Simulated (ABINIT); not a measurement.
Li:

```
CELL_PARAMETERS angstrom
-1.75465 1.75465 1.75465
1.75465 -1.75465 1.75465
1.75465 1.75465 -1.75465
ATOMIC_POSITIONS crystal
Li 0.00000 0.00000 0.00000
```

Base run:

* Program: ABINIT 10.8.3 (patched build)
* Functional: BLYP
* Potentials or basis: JTH PAW PBE v2.0
* Cutoff: 408 eV
* k mesh: 11 × 11 × 11
* Occupations: fermi-dirac, width 0.05 eV
* Spin: no spin polarisation

Its results: band gap on the k mesh none (metal or under the smearing width); pressure -0.9 GPa.

Q: The run is repeated on the same cell with these changes: functional from BLYP to PBE; k mesh from 11 × 11 × 11 to 4 × 4 × 4. What comes out?

A: Band gap on the k mesh none (metal or under the smearing width); pressure -0.2 GPa.

Several settings changed at once, so the effect can't be laid on one alone.

Caveats: some runs use coarse meshes; the PAW data sets were made with another functional, which shifts forces and pressure a little (some runs).
